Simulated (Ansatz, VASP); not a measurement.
**Ni: VASP beside Ansatz**

```
Ni
1.0
     0.00000    1.76900    1.76900
     1.76900    0.00000    1.76900
     1.76900    1.76900    0.00000
Ni
1
Direct
  0.00000 0.00000 0.00000
```

Alike in both runs: task single point; functional PBE; k mesh 14 × 14 × 14; occupations gaussian, width 0.1 eV; collinear spin.

|  | VASP | Ansatz |
| --- | --- | --- |
| version | VASP 6.6.1 | Ansatz 0.2.0 |
| potentials or method | VASP PAW PBE potentials, release 64 (Ni) | PAW, plane waves, scalar-relativistic |
| plane-wave cutoff (eV) | 520 | 420 |
| valence electrons in the cell | 10 | 18 |

```tsv
	VASP	Ansatz	Ansatz less VASP
pressure (GPa)	-3.3	-3.1	+0.14
net moment per atom (μB)	0.60	0.63	+0.029
size of the moment on the site where the two differ most (μB)	0.62	0.67	+0.056
```

Site moments also hang on the region over which each program counts them. The functional is the same, so the differences come from potentials, cutoffs and numerics. The two sets of potentials don't hold the same shells in valence.
